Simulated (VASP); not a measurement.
Crystal: CuI (Marshite).

```
CELL_PARAMETERS angstrom
0.00000 3.03150 3.03150
3.03150 0.00000 3.03150
3.03150 3.03150 0.00000
ATOMIC_POSITIONS crystal
Cu 0.25000 0.25000 0.25000
I 0.00000 0.00000 0.00000
```

| Property | Result |
| --- | --- |
| Program | VASP 6.6.1 |
| Task | relaxation of cell and atoms |
| Functional | LDA |
| Potentials or basis | VASP PAW LDA potentials, release 64 (Cu, I) |
| Cutoff | 600 eV |
| k mesh | 8 × 8 × 8 |
| Occupations | gaussian, width 0.03 eV |
| Spin | no spin polarisation |

At the start: pressure -4.1 GPa; volume 27.86 Å³/atom.

Q: Where does the relaxation end?

A: Over 4 steps the energy falls by 39.3 meV/atom and the volume is 25.25 Å³/atom (-9.4 %); space group F-43m (No. 216, to 0.05 Å).

The path:
| step | energy change (eV) | largest force (eV/Å) | pressure (GPa) | volume (Å³) |
| --- | --- | --- | --- | --- |
| 1 | 0.0000 | 0.0000 | -4.15 | 55.72 |
| 2 | -0.0782 | 0.0000 | 0.27 | 50.10 |
| 3 | -0.0786 | 0.0000 | 0.14 | 50.34 |
| 4 | -0.0786 | 0.0000 | -0.04 | 50.50 |

Final structure:
```yaml
crystal:
  lattice:
    - [0.00000, 2.93371, 2.93371]
    - [2.93371, 0.00000, 2.93371]
    - [2.93371, 2.93371, 0.00000]
  atoms:
    - { symbol: Cu, position: [0.25000, 0.25000, 0.25000] }
    - { symbol: I, position: [0.00000, 0.00000, 0.00000] }
```
